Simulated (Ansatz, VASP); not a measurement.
## SiN: VASP beside Ansatz

```xyz
2
Lattice="0.0000 2.1287 2.1287 2.1287 0.0000 2.1287 2.1287 2.1287 0.0000" Properties=species:S:1:pos:R:3 pbc="T T T"
Si    0.0000    0.0000    0.0000
N     2.1287    2.1287    2.1287
```

Alike in both runs: functional PBE; k mesh 16 × 16 × 16; occupations gaussian, width 0.1 eV; no spin polarisation.

Ansatz relaxed the structure, and its values are those at the end. VASP's run is a single point on that final structure, the one shown.

|  | VASP | Ansatz |
| --- | --- | --- |
| version | VASP 6.6.1 | Ansatz 0.2.0 |
| potentials or method | VASP PAW PBE potentials, release 64 (Si, N) | scalar-relativistic, plane waves, PAW |
| plane-wave cutoff (eV) | 520 | 420 |
| valence electrons in the cell | 9 | 9 |

```csv
,VASP,Ansatz,Ansatz less VASP
gap on the k mesh at the Fermi level (eV),none,none,-
pressure (GPa),0.1,0.0,-0.03
```

A gap of «none» marks a metal or a gap that the smearing closes. With one functional, cell and mesh, what is left measures potentials, basis and numerics.
